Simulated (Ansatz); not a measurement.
# Co: stiffness from a series of strains

```
CELL_PARAMETERS angstrom
2.51900 0.00000 0.00000
-1.25950 2.18152 0.00000
0.00000 0.00000 4.09100
ATOMIC_POSITIONS crystal
Co 0.33333 0.66667 0.25000
Co 0.66667 0.33333 0.75000
```

Atom numbers follow the list: Co1, Co2.

The cell comes from COD entry 9011615, which wasn't checked; take it as a given geometry. It differs from other determinations.

These are results of Ansatz 0.2.0, DFT, PBE, all-electron LAPW, scalar-relativistic, not measurements.

Numerical set-up: a Γ-centred 19×19×10 k mesh, Fermi–Dirac smearing of 0.05 eV, basis error target 0.5 meV/atom, spin-polarised from start moments Co1 2, Co2 2 μB.

The strain is applied along the Cartesian axes of the cell as listed (the other components stay zero). Fractional coordinates are held (clamped ions).

σ is the change of stress from the unstrained cell, which is at -6.74 GPa; tension is positive, so slopes are stress–strain coefficients at that pressure. In a metal the k mesh adds noise.

Only quantities that a quadratic follows smoothly over the whole series are listed; rougher ones are left out.

```
    εzz  σzz (GPa)  σxx (GPa)
-0.0300     -11.72      -3.17
-0.0200      -7.44      -2.02
-0.0100      -3.53      -0.96
 0.0000       0.00       0.00
 0.0200       6.11       1.65
 0.0300       8.85       2.37
```

Fit the series and read off the stiffness at zero strain.

Least-squares fits y = p0 + p1 x + p2 x² to the rows give σzz (GPa): p1 = 341, p2 = -1600; σxx (GPa): p1 = 92.1, p2 = -450. So C33 = 341 GPa and C13 = 92 GPa, for these axes.

One run, at εzz = 0.0100, is withheld. Predict its row.

The fits give 3.26, 0.88; the run gave 3.18, 0.87.
